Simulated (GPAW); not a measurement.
Runs of GPAW 26.7.0 on MgB2. It takes space group P6/mmm (No. 191, hexagonal). The conventional cell has a = 3.085 Å, b = 3.085 Å, c = 3.523 Å, α = 90.00°, β = 90.00°, γ = 120.00°. Mg (site symmetry 6/mmm) is surrounded by 12 B at 2.51 Å. Around B (site symmetry -6m2) lie 3 B at 1.78 Å. 

```tsv
task	level	potentials or basis	cell	cutoff (eV)	optimizer	fmax	max steps	target pressure	band path	grid spacing	gap on the mesh (eV)	pressure (GPa)	V0 of scaled cells (Å³/atom)	relaxed volume (Å³/atom)	B0 (GPa)
relaxation of cell and atoms	PBEsol+D4	PAW data sets generated in the run's folder for this functional, pw	relaxed	800	BFGS	0.01 eV/Å	40	-	-	-	none	-0.1	-	9.31	-
relaxation of cell and atoms	RPBE+D3(BJ)	the program's PAW data sets (release 1.2.1) made for this functional, pw	relaxed to 1 GPa	800	BFGS	0.02 eV/Å	40	1 GPa	-	-	none	0.9	-	-	-
relaxation of cell and atoms	PBE+D4	GPAW PAW data sets (gpaw-data 1.2.1), pw	relaxed	800	FIRE	0.05 eV/Å	100	-	-	-	none	0.2	-	(b)	-
band structure	PBEsol	PAW data sets generated in the run's folder for this functional, pw	as given	800	-	-	-	-	GMKGALHA,LM,KH	-	-	-3.3	-	-	-
relaxation of cell and atoms	PBE+D3	GPAW PAW data sets (gpaw-data 1.2.1), pw	relaxed	800	LBFGS	0.02 eV/Å	100	-	-	-	none	-0.1	-	(d)	-
equation of state	LDA	PAW data sets generated in the run's folder for this functional, pw	as given	800	-	-	-	-	-	-	-	-	(c)	-	165
equation of state	optPBE-vdW	GPAW PAW data sets (gpaw-data 1.2.1), pw	as given	800	-	-	-	-	-	-	-	-	(a)	-	150
relaxation of cell and atoms	PBEsol+D3	PAW data sets generated in the run's folder for this functional, pw	relaxed to -1 GPa	800	BFGS	0.01 eV/Å	60	-1 GPa	-	-	none	-1.1	-	-	-
equation of state	PBE	GPAW PAW data sets (gpaw-data 1.2.1), other valence, pw	as given	800	-	-	-	-	-	-	-	-	9.64	-	154
relaxation of cell and atoms	TASK	GPAW PAW data sets (gpaw-data 1.2.1), pw	relaxed	800	BFGS	0.01 eV/Å	100	-	-	-	none	0.0	-	10.36	-
```

Alike in all rows: no spin polarisation; k mesh 7 × 7 × 5; smearing fermi-dirac 0.05 eV.

Problem. Estimate the missing entries.

Solution. (a) 9.71; (b) 9.32; (c) 9.20; (d) 9.34.

Caveats: later steps reuse the first step's grids (some runs); pairwise dispersion overbinds metals, which lowers pressure and volume (some runs); the cell was scaled at fixed shape and fractional positions, which overstates the stiffness of a crystal with free parameters, most of all of layers and chains (some runs); the PAW data sets were made with another functional, which shifts forces and pressure a little (some runs).

A gap of «none» marks a metal or a gap under the smearing width.
